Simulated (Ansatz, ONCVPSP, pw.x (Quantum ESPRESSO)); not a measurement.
## What a changed setting does to a pw.x run (sc P)

Potential: optimised norm-conserving Vanderbilt (ONCV), ONCVPSP 4.0.1.1 (patched build), PBE; core [Ne], reference 3s2 3p3; waves: 3s: rc 1.35 bohr, ncon 3, nbas 7, qcut 4.7 1/bohr, 2 projectors, debl 3.5 Ha; 3p: rc 2.00 bohr, ncon 5, nbas 8, qcut 4.6 1/bohr, 2 projectors, debl 0.2 Ha; d scattering state at 0.09 Ha: rc 1.55 bohr, ncon 4, nbas 7, qcut 7.3 1/bohr, 2 projectors, debl 2 Ha; local part: polynomial inside 0.95 bohr (lpopt 5, dvloc0 6 Ha); core correction: polynomial model core, fcfact 0.35. In the p channel the program set the typed energies aside and used -0.202, 0.250 Ha.

The reference run (k-mesh 13³, cutoffs 50/200 Ry, Fermi–Dirac 0.01 Ry, mixing_beta 0.4, conv_thr 1e-9, no spin) gives 0.19 GPa at 14.621 Å³/atom, where all-electron LAPW gives 0.27 GPa. This run, with its own iteration cap, changes ecutrho/ecutwfc to 2.

```
&control
  calculation='scf', prefix='x', pseudo_dir='./', outdir='./tmp', tstress=.true., disk_io='none'
/
&system
  ibrav=0, nat=1, ntyp=1, ecutwfc=50, ecutrho=100, nbnd=9,
  occupations='smearing', smearing='fd', degauss=0.01
/
&electrons
  conv_thr=1e-09, mixing_beta=0.4, electron_maxstep=50
/
ATOMIC_SPECIES
P 1.0 P.UPF
CELL_PARAMETERS angstrom
  2.44526365 0.00000000 0.00000000
  0.00000000 2.44526365 0.00000000
  0.00000000 0.00000000 2.44526365
ATOMIC_POSITIONS crystal
P 0.0000 0.0000 0.0000
K_POINTS automatic
13 13 13 0 0 0
```

```bash
pw.x < P.scf.in > P.scf.out
```

Problem. How does the run end?

Solution. It converges in 6 iterations; the free energy moves by -2.3 meV/atom and the pressure by +0.17 GPa. Below 4 the density is truncated and F is no longer variational, so a small shift in one case is no licence.

```
Message from routine set_cutoff:
     ecutrho < 4*ecutwfc, are you sure?
     Message from routine setup:
     using ibrav=0 with symmetry is DISCOURAGED, use correct ibrav instead
     lattice parameter (alat)  =       4.6209  a.u.
     unit-cell volume          =      98.6674 (a.u.)^3
     number of electrons       =         5.00
     number of Kohn-Sham states=            9
     kinetic-energy cutoff     =      50.0000  Ry
     charge density cutoff     =     100.0000  Ry
     scf convergence threshold =      1.0E-09
     Exchange-correlation= PBE
     number of k points=    84  Fermi-Dirac smearing, width (Ry)=  0.0100
     iteration #  1     ecut=    50.00 Ry     beta= 0.40
     total energy              =     -16.36920253 Ry
     estimated scf accuracy    <       0.00512639 Ry
     iteration #  2     ecut=    50.00 Ry     beta= 0.40
     total energy              =     -16.36933694 Ry
     estimated scf accuracy    <       0.00185589 Ry
     iteration #  3     ecut=    50.00 Ry     beta= 0.40
     total energy              =     -16.36935061 Ry
     estimated scf accuracy    <       0.00000038 Ry
     iteration #  4     ecut=    50.00 Ry     beta= 0.40
     total energy              =     -16.36935144 Ry
     estimated scf accuracy    <       0.00000013 Ry
     iteration #  5     ecut=    50.00 Ry     beta= 0.40
     total energy              =     -16.36935147 Ry
     estimated scf accuracy    <          1.6E-09 Ry
     iteration #  6     ecut=    50.00 Ry     beta= 0.40
     the Fermi energy is    11.0362 ev
!    total energy              =     -16.36935147 Ry
     estimated scf accuracy    <          1.9E-10 Ry
     smearing contrib. (-TS)   =      -0.00128785 Ry
     The total energy is F=E-TS. E is the sum of the following terms:
     one-electron contribution =       5.35043717 Ry
     hartree contribution      =       0.42307515 Ry
     xc contribution           =      -6.79115380 Ry
     ewald contribution        =     -15.35042214 Ry
     convergence has been achieved in   6 iterations
          total   stress  (Ry/bohr**3)                   (kbar)     P=        3.62
     Message from routine punch:
     Nothing written, as per user request (disk_io='none')
```

The run took about 2.3 s on one core of a shared host (Intel(R) Xeon(R) Platinum 8488C, 96 threads, 372 GiB, load 48).
